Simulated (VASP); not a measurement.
# ZnSe (Stilleite) (F-43m) in VASP: notebook

One crystal, ZnSe (Stilleite), is run at these levels: PBEsol; tasks: single point.

Program: VASP 6.6.1. These are calculated values, not measurements. Logs are shortened: lines on timing, memory, paths and dates and some standing lists are left out, and cuts for length are marked.

**1. The undisturbed crystal**

The structure is cubic, space group F-43m (No. 216). The conventional cell has a = 5.668 Å, b = 5.668 Å, c = 5.668 Å, α = 90.00°, β = 90.00°, γ = 90.00°. Se (site symmetry -43m) has 4 Zn at 2.45 Å as nearest neighbours. Zn (site symmetry -43m) is surrounded by 4 Se at 2.45 Å.

**2. Single point, PBEsol (grid = ENCUT=350 dk=1.6 cell=3x3x3 ISMEAR=0 SIGMA=0.05 LREAL=Auto EDIFF=1e-06)**

INCAR

```
PREC     = Accurate       # precision mode
ENCUT    = 350            # plane-wave cutoff, eV
EDIFF    = 1E-6           # SCF threshold, eV
ISMEAR   = 0              # smearing method
SIGMA    = 0.05           # smearing width, eV
LREAL    = Auto         
LASPH    = T              # aspherical terms in the spheres
NELM     = 120            # most SCF steps
ALGO     = Fast           # electronic algorithm
ISIF     = 2              # what is computed and relaxed
LWAVE    = F              # write WAVECAR
LCHARG   = F              # write CHGCAR
GGA      = PS             # functional
NBANDS   = 261            # bands
```

KPOINTS

```
Automatic mesh
0
Gamma
  1 1 1
```

POSCAR

```
ZnSe
1.0
    0.0000000000      8.5014000000      8.5014000000
    8.5014000000      0.0000000000      8.5014000000
    8.5014000000      8.5014000000      0.0000000000
Se Zn
27 27
Direct
    0.2500000000      0.2500000000      0.2500000000
    0.2500000000      0.2500000000      0.5833333333
    0.2500000000      0.2500000000      0.9166666667
    0.2500000000      0.5833333333      0.2500000000
    0.2500000000      0.5833333333      0.5833333333
    0.2500000000      0.5833333333      0.9166666667
    0.2500000000      0.9166666667      0.2500000000
    0.2500000000      0.9166666667      0.5833333333
    0.2500000000      0.9166666667      0.9166666667
    0.5833333333      0.2500000000      0.2500000000
    0.5833333333      0.2500000000      0.5833333333
    0.5833333333      0.2500000000      0.9166666667
    0.5833333333      0.5833333333      0.2500000000
    0.5833333333      0.5833333333      0.5833333333
    0.5833333333      0.5833333333      0.9166666667
    0.5833333333      0.9166666667      0.2500000000
    0.5833333333      0.9166666667      0.5833333333
    0.5833333333      0.9166666667      0.9166666667
    0.9166666667      0.2500000000      0.2500000000
    0.9166666667      0.2500000000      0.5833333333
    0.9166666667      0.2500000000      0.9166666667
    0.9166666667      0.5833333333      0.2500000000
    0.9166666667      0.5833333333      0.5833333333
    0.9166666667      0.5833333333      0.9166666667
    0.9166666667      0.9166666667      0.2500000000
    0.9166666667      0.9166666667      0.5833333333
    0.9166666667      0.9166666667      0.9166666667
    0.0000000000      0.0000000000      0.0000000000
    0.0000000000      0.0000000000      0.3333333333
    0.0000000000      0.0000000000      0.6666666667
    0.0000000000      0.3333333333      0.0000000000
    0.0000000000      0.3333333333      0.3333333333
    0.0000000000      0.3333333333      0.6666666667
    0.0000000000      0.6666666667      0.0000000000
    0.0000000000      0.6666666667      0.3333333333
    0.0000000000      0.6666666667      0.6666666667
    0.3333333333      0.0000000000      0.0000000000
    0.3333333333      0.0000000000      0.3333333333
    0.3333333333      0.0000000000      0.6666666667
    0.3333333333      0.3333333333      0.0000000000
    0.3333333333      0.3333333333      0.3333333333
    0.3333333333      0.3333333333      0.6666666667
    0.3333333333      0.6666666667      0.0000000000
    0.3333333333      0.6666666667      0.3333333333
    0.3333333333      0.6666666667      0.6666666667
    0.6666666667      0.0000000000      0.0000000000
    0.6666666667      0.0000000000      0.3333333333
    0.6666666667      0.0000000000      0.6666666667
    0.6666666667      0.3333333333      0.0000000000
    0.6666666667      0.3333333333      0.3333333333
    0.6666666667      0.3333333333      0.6666666667
    0.6666666667      0.6666666667      0.0000000000
    0.6666666667      0.6666666667      0.3333333333
    0.6666666667      0.6666666667      0.6666666667
```

Potentials or basis: VASP PAW PBE potentials, release 64 (Se, Zn).

On the command line:

```bash
$ cat potpaw_PBE.64/Se/POTCAR potpaw_PBE.64/Zn/POTCAR > POTCAR
$ mpirun -np 1 vasp_std > vasp.out
```

OUTCAR:

```text
PREC = Accurate
   ENCUT = 350
   EDIFF = 1E-6
   ISMEAR = 0
   LREAL = Auto
   LASPH = T
   NELM = 120
   ISIF = 2
   GGA = PS

 Found      1 irreducible k-points:

 Following reciprocal coordinates:
            Coordinates               Weight
  0.000000  0.000000  0.000000      1.000000
   k-points           NKPTS =      1   k-points in BZ     NKDIM =      1   number of bands    NBANDS=    261
   number of dos      NEDOS =    301   number of ions     NIONS =     54
   total plane-waves  NPLWV = 512000
   dimension x,y,z NGX =    80 NGY =   80 NGZ =   80
   dimension x,y,z NGXF=   160 NGYF=  160 NGZF=  160
   ions per type =              27  27
   NGX,Y,Z   is equivalent  to a cutoff of  11.06, 11.06, 11.06 a.u.
   NGXF,Y,Z  is equivalent  to a cutoff of  22.12, 22.12, 22.12 a.u.
 SYSTEM =  unknown system
   PREC   = accura    normal or accurate (medium, high low for compatibility)
   ISTART =      0    job   : 0-new  1-cont  2-samecut
   ICHARG =      2    charge: 1-file 2-atom 10-const
   ISPIN  =      1    spin polarized calculation?
   LNONCOLLINEAR =      F non collinear calculations
   LSORBIT =      F    spin-orbit coupling
   LASPH  =      T    aspherical Exc in radial PAW
   ENCUT  =  350.0 eV  25.72 Ry    5.07 a.u.  18.34 18.34 18.34*2*pi/ulx,y,z
   NELM   =    120;   NELMIN=  2; NELMDL= -5     # of ELM steps
   EDIFF  = 0.1E-05   stopping-criterion for ELM
   LREAL  =      T    real-space projection
   EDIFFG = 0.1E-04   stopping-criterion for IOM
   NSW    =      0    number of steps for IOM
   IBRION =     -1    ionic relax: 0-MD 1-quasi-New 2-CG
   NFREE  =      0    steps in history (QN), initial steepest desc. (CG)
   ISIF   =      2    stress and relaxation
   ISYM   =      2    0-nonsym 1-usesym 2-fastsym
   POTIM  = 0.5000    time-step for ionic-motion
   TEBEG  =    0.0;   TEEND  =   0.0 temperature during run
   PSTRESS=    0.0 pullay stress
   NELECT =     486.0000    total number of electrons
   NUPDOWN=      -1.0000    fix difference up-down
   EMIN   =  10.00;   EMAX   =-10.00  energy-range for DOS
   EFERMI =   0.00;   METHOD = LEGACY
   ISMEAR =     0;   SIGMA  =   0.05  broadening in eV -4-tet -1-fermi 0-gaus
   EFERMI_NEDOS =   21; number of points for ismear=-14 and -15
   IALGO  =     68    algorithm
   IMIX   =      4    mixing-type and parameters
     AMIX     =   0.40;   BMIX     =  1.00
     AMIX_MAG =   1.60;   BMIX_MAG =  1.00
  volume/ion in A,a.u.               =      22.76       153.57
  Fermi-wavevector in a.u.,A,eV,Ry     =   1.201673  2.270834 19.647073  1.444019
  Thomas-Fermi vector in A             =   2.337476
   LORBIT       =      0    0 simple, 1 ext, 2 COOP (PROOUT), +10 PAW based schemes
   GGA     = PS    functional components
   LHFCALC =     F    Hartree Fock is set to
   AEXX    =    0.0000 exact exchange contribution
   IVDW    =     0    specifies the selected vdW correction
   LEPSILON=     F    determine dielectric tensor
   LRPA    =     F    only Hartree local field effects (RPA)
 non-spin polarized calculation
 RMM-DIIS sequential band-by-band and
 Gauss-broadening in eV      SIGMA  =   0.05
  energy-cutoff  :      350.00
  volume of cell :     1228.86
 maximum number of plane-waves:     18197
 NGX is ok and might be reduce to    80
   NGX = 37   NGY = 37   NGZ = 37

 number of electron     486.0000008 magnetization

 Free energy of the ion-electron system (eV)
  ---------------------------------------------------
  ext. energy  EPLUGINS =         0.00000000
  ---------------------------------------------------
  free energy    TOTEN  =      -174.80368113 eV

  energy without entropy =     -174.80368113  energy(sigma->0) =     -174.80368113

 E-fermi :   1.8564     XC(G=0):  -9.4833

 val. band max:        1.5919198962   @ k =   0.0000   0.0000   0.0000
 cond. band min:       2.7140710554   @ k =   0.0000   0.0000   0.0000
 fundamental gap:      1.1221511592
 Fermi energy:         1.8563500716

 k-point     1 :       0.0000    0.0000    0.0000
  band No.  band energies     occupation
      1     -11.6828      2.00000
      2     -11.1026      2.00000
      3     -11.1026      2.00000
      4     -11.1026      2.00000
      5     -11.1026      2.00000
      6     -11.1026      2.00000
[... 247 lines left out ...]
    254       4.8169      0.00000
    255       4.8170      0.00000
 [bands above 255 left out]

------------------------ aborting loop because EDIFF is reached ----------------------------------------

  FORCE on cell =-STRESS in cart. coord.  units (eV):
  Direction    XX          YY          ZZ          XY          YZ          ZX
  --------------------------------------------------------------------------------------
  -------------------------------------------------------------------------------------
  Total        1.9044733      1.9044733      1.9044733      0.0000000     -0.0000000      0.0000000
  in kB        2.4830424      2.4830424      2.4830424      0.0000000     -0.0000000      0.0000000
  external PRESSURE =       2.4830424 kB  Pullay stress =       0.0000000 kB

 VOLUME and BASIS-vectors are now :
 -----------------------------------------------------------------------------
  energy-cutoff  :      350.00
  volume of cell :     1228.86
      direct lattice vectors                 reciprocal lattice vectors
     0.000000000  8.501400000  8.501400000    -0.058813842  0.058813842  0.058813842
     8.501400000  0.000000000  8.501400000     0.058813842 -0.058813842  0.058813842
     8.501400000  8.501400000  0.000000000     0.058813842  0.058813842 -0.058813842

 POSITION                                       TOTAL-FORCE (eV/Angst)
 -----------------------------------------------------------------------------------
      4.25070      4.25070      4.25070         0.000000      0.000000      0.000000
      7.08450      7.08450      4.25070         0.000000      0.000000      0.000000
      9.91830      9.91830      4.25070         0.000000      0.000000      0.000000
      7.08450      4.25070      7.08450         0.000000      0.000000      0.000000
      9.91830      7.08450      7.08450         0.000000      0.000000      0.000000
     12.75210      9.91830      7.08450         0.000000      0.000000      0.000000
[... 46 lines left out ...]
      8.50140      8.50140     11.33520        -0.000000     -0.000000     -0.000000
     11.33520     11.33520     11.33520        -0.000000     -0.000000     -0.000000
 -----------------------------------------------------------------------------------
    total drift:                               -0.000064     -0.000064     -0.000064

  FREE ENERGIE OF THE ION-ELECTRON SYSTEM (eV)
  ---------------------------------------------------
  free  energy   TOTEN  =      -174.8036811337 eV

  energy  without entropy=     -174.8036811337  energy(sigma->0) =     -174.80368113
```

It took 7.1 min on 1 thread of Intel Xeon Platinum 8488C (Sapphire Rapids), shared host; peak memory 1 GiB.

These settings aren't checked as converged: the numbers below hold their error.

Results:

* Free energy: -174.8037 eV
* Pressure: 0.2 GPa
* Band gap on the k mesh: 1.12 eV

Caveat: the k mesh is coarse (spacing up to 0.64 Å⁻¹), so the values aren't converged; the PAW data sets were made with another functional, which shifts forces and pressure a little; an odd mesh through Γ misses points on the zone boundary, where band edges often lie.

**3. Single point, PBEsol (grid = ENCUT=600 dk=0.35 cell=3x3x2 ISMEAR=0 SIGMA=0.05 LREAL=Auto EDIFF=1e-06)**

INCAR

```
ALGO = Fast
EDIFF = 1E-6
ENCUT = 600
GGA = PS
ISIF = 2
ISMEAR = 0
LASPH = T
LCHARG = F
LREAL = Auto
LWAVE = F
NBANDS = 174
NELM = 120
PREC = Accurate
SIGMA = 0.05
```

KPOINTS

```
k-points
0
Gamma
  2 2 3
```

POSCAR

```
ZnSe
1.0
    0.0000000000      8.5014000000      8.5014000000
    8.5014000000      0.0000000000      8.5014000000
    5.6676000000      5.6676000000      0.0000000000
Zn Se
18 18
Direct
    0.2500000000      0.2500000000      0.3750000000
    0.0000000000      0.0000000000      0.0000000000
    0.0000000000      0.0000000000      0.5000000000
    0.0000000000      0.3333333333      0.0000000000
    0.0000000000      0.3333333333      0.5000000000
    0.0000000000      0.6666666667      0.0000000000
    0.0000000000      0.6666666667      0.5000000000
    0.3333333333      0.0000000000      0.0000000000
    0.3333333333      0.0000000000      0.5000000000
    0.3333333333      0.3333333333      0.0000000000
    0.3333333333      0.6666666667      0.0000000000
    0.3333333333      0.6666666667      0.5000000000
    0.6666666667      0.0000000000      0.0000000000
    0.6666666667      0.0000000000      0.5000000000
    0.6666666667      0.3333333333      0.0000000000
    0.6666666667      0.3333333333      0.5000000000
    0.6666666667      0.6666666667      0.0000000000
    0.6666666667      0.6666666667      0.5000000000
    0.2500000000      0.2500000000      0.8750000000
    0.2500000000      0.5833333333      0.3750000000
    0.2500000000      0.5833333333      0.8750000000
    0.2500000000      0.9166666667      0.3750000000
    0.2500000000      0.9166666667      0.8750000000
    0.5833333333      0.2500000000      0.3750000000
    0.5833333333      0.2500000000      0.8750000000
    0.5833333333      0.5833333333      0.3750000000
    0.5833333333      0.5833333333      0.8750000000
    0.5833333333      0.9166666667      0.3750000000
    0.5833333333      0.9166666667      0.8750000000
    0.9166666667      0.2500000000      0.3750000000
    0.9166666667      0.2500000000      0.8750000000
    0.9166666667      0.5833333333      0.3750000000
    0.9166666667      0.5833333333      0.8750000000
    0.9166666667      0.9166666667      0.3750000000
    0.9166666667      0.9166666667      0.8750000000
    0.3333333333      0.3333333333      0.5000000000
```

Potentials or basis: VASP PAW PBE potentials, release 64 (Zn, Se).

On the command line:

```bash
$ cat potpaw_PBE.64/Zn/POTCAR potpaw_PBE.64/Se/POTCAR > POTCAR
$ mpirun -np 1 vasp_std > vasp.out
```

Run time: 20 min. Hardware: 1 thread of Intel Xeon 6975P-C (Granite Rapids), shared host; peak memory 1.5 GiB.

These settings aren't checked as converged: the numbers below hold their error.

Results:

```
Free energy            : -115.3508 eV
Pressure               : 0.4 GPa
Largest force          : 1.952 eV/Å
Band gap on the k mesh : none (metal or under the smearing width)
```

Caveat: the PAW data sets were made with another functional, which shifts forces and pressure a little.

**4. For comparison**

An earlier run on the cell as given: functional PBE; potentials or basis VASP PAW PBE potentials, release 64 (Se, Zn); cutoff 520 eV; k mesh 8 × 8 × 8; occupations fermi-dirac, width 0.05 eV; no spin polarisation.

- Pressure: 2.3 GPa
- Band gap on the k mesh: 1.29 eV, direct
